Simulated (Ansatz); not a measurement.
# CuO: the cost of one run

Computed with Ansatz 0.2.0 (DFT PBE+U, scalar-relativistic, plane waves, PAW, unless a step's input says otherwise).

## Step 1: Starting point

The structure is monoclinic, space group C2/c (No. 15). Conventional cell: a = 4.684 Å, b = 3.423 Å, c = 5.129 Å, α = 90.00°, β = 99.54°, γ = 90.00°. Around Cu (site symmetry -1) lie 4 O at 1.95 to 1.96 Å. O (site symmetry 2) has 4 Cu at 1.95 to 1.96 Å as nearest neighbours.

As a file:

```
CELL_PARAMETERS angstrom
3.83394 0.00000 5.05807
0.00000 3.42300 0.00000
-5.53406 0.00000 5.05807
ATOMIC_POSITIONS crystal
Cu 0.12500 0.25000 0.87500
Cu 0.62500 0.25000 0.37500
Cu 0.37500 0.75000 0.62500
Cu 0.87500 0.75000 0.12500
Cu 0.37500 0.75000 0.12500
Cu 0.87500 0.75000 0.62500
Cu 0.12500 0.25000 0.37500
Cu 0.62500 0.25000 0.87500
O 0.12500 0.41840 0.12500
O 0.62500 0.41840 0.62500
O 0.37500 0.91840 0.87500
O 0.87500 0.91840 0.37500
O 0.37500 0.58160 0.37500
O 0.87500 0.58160 0.87500
O 0.12500 0.08160 0.62500
O 0.62500 0.08160 0.12500
```

The structure rests on an entry of the Crystallography Open Database; cell or positions may have been set otherwise for this series.

## Step 2: Relaxing the atoms: CuO, moments +−−++−−+

Contents of input.yaml:

```yaml
crystal:
  lattice:
    - [3.833939426, 0.0, 5.0580666287]
    - [0.0, 3.423, 0.0]
    - [-5.534060574, 0.0, 5.0580666287]
  atoms:
    - { symbol: Cu, position: [0.125, 0.25, 0.875], spin: 1.0 }
    - { symbol: Cu, position: [0.625, 0.25, 0.375], spin: -1.0 }
    - { symbol: Cu, position: [0.375, 0.75, 0.625], spin: -1.0 }
    - { symbol: Cu, position: [0.875, 0.75, 0.125], spin: 1.0 }
    - { symbol: Cu, position: [0.375, 0.75, 0.125], spin: 1.0 }
    - { symbol: Cu, position: [0.875, 0.75, 0.625], spin: -1.0 }
    - { symbol: Cu, position: [0.125, 0.25, 0.375], spin: -1.0 }
    - { symbol: Cu, position: [0.625, 0.25, 0.875], spin: 1.0 }
    - { symbol: O, position: [0.125, 0.4184, 0.125] }
    - { symbol: O, position: [0.625, 0.4184, 0.625] }
    - { symbol: O, position: [0.375, 0.9184, 0.875] }
    - { symbol: O, position: [0.875, 0.9184, 0.375] }
    - { symbol: O, position: [0.375, 0.5816, 0.375] }
    - { symbol: O, position: [0.875, 0.5816, 0.875] }
    - { symbol: O, position: [0.125, 0.0816, 0.625] }
    - { symbol: O, position: [0.625, 0.0816, 0.125] }
magnetization:
  spin_polarized: true
scf:
  occupations: { method: fixed }
output:
  forces: true
  stress: true
  populations: true
hamiltonian:
  xc: pbe
  hubbard: { sites: [{ species: Cu, l: d, u_eff: 9.0 }] }
  pseudopotentials: { kind: paw, azcp: { folder: soft_1 } }
kpoints:
  mp_grid: { grid: [3, 5, 3] }
relax:
  f_tol: 0.005
```

The run is started by

```sh
ansatz run input.yaml --threads 8 --pin off --max-ram 24576MiB --backend cpu --events-out ev --progress --plain --runs-dir out
```

What time and memory should one allow on 8 threads of Intel Xeon 6975P-C (Granite Rapids), shared host?

About 34 s, with a peak of 1.5 GiB.
